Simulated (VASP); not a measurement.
**TePb: band structure with PBE**

**Measured values to compare with.**

A printed reference work, monograph reports, for a bulk crystal of TePb at 4.2 K: band gap 0.19 eV (direct).

The system is TePb.

```xyz
2
Lattice="0.0000 3.2310 3.2310 3.2310 0.0000 3.2310 3.2310 3.2310 0.0000" Properties=species:S:1:pos:R:3 pbc="T T T"
Pb    0.0000    0.0000    0.0000
Te    3.2310    3.2310    3.2310
```

```yaml
Program: VASP 6.6.1
Task: band structure
Functional: PBE
Potentials_or_basis: VASP PAW PBE potentials, release 64 (Pb_d, Te)
Cutoff: 520 eV
k_mesh: 7 × 7 × 7
Occupations: fermi-dirac, width 0.05 eV
Spin: no spin polarisation
Further_INCAR_settings: ALGO = Normal; EDIFF = 1e-06; NBANDS = 17
```

| Quantity | Value |
| --- | --- |
| Band gap along the path | 0.74 eV, direct |

Levels at the corners of the path, in eV from the Fermi level:
```csv
point,band 8,band 9,band 10,band 11,band 12,band 13
Γ,-1.76,-1.76,-1.76,3.67,3.67,3.67
X,-4.91,-3.21,-3.21,2.88,5.07,5.07
X,-4.91,-3.21,-3.21,2.88,5.07,5.07
W,-4.19,-4.19,-0.77,1.27,4.81,4.81
W,-4.19,-4.19,-0.77,1.27,4.81,4.81
K,-4.52,-2.71,-2.49,3.17,3.38,4.72
K,-4.52,-2.71,-2.49,3.17,3.38,4.72
Γ,-1.76,-1.76,-1.76,3.67,3.67,3.67
Γ,-1.76,-1.76,-1.76,3.67,3.67,3.67
L,-1.30,-1.30,-0.41,0.33,0.87,0.87
L,-1.30,-1.30,-0.41,0.33,0.87,0.87
U,-4.52,-2.71,-2.49,3.17,3.38,4.72
U,-4.52,-2.71,-2.49,3.17,3.38,4.72
W,-4.19,-4.19,-0.77,1.27,4.81,4.81
W,-4.19,-4.19,-0.77,1.27,4.81,4.81
L,-1.30,-1.30,-0.41,0.33,0.87,0.87
L,-1.30,-1.30,-0.41,0.33,0.87,0.87
K,-4.52,-2.71,-2.49,3.17,3.38,4.72
U,-4.52,-2.71,-2.49,3.17,3.38,4.72
X,-4.91,-3.21,-3.21,2.88,5.07,5.07
```

Run time: 63 s on 1 thread of Intel(R) Xeon(R) Platinum 8488C (Sapphire Rapids), on a shared host, peak memory 0.27 GiB.

A measured gap of TePb is 0.19 eV (direct; 4.2 K; a printed reference work, monograph); the calculated 0.74 eV misses it by +0.55 eV. Spin-orbit coupling on Pb, Te is left out. The value is that of PBE, without temperature or zero-point motion.

Caveat: the log is that of the step along the path at fixed density, whose energy, stress, charges and moments have no meaning; this odd mesh misses L, where the gap lies, so gap, dielectric constants and Born charges aren't listed; spin-orbit coupling is left out, which moves the levels of the heavy elements.
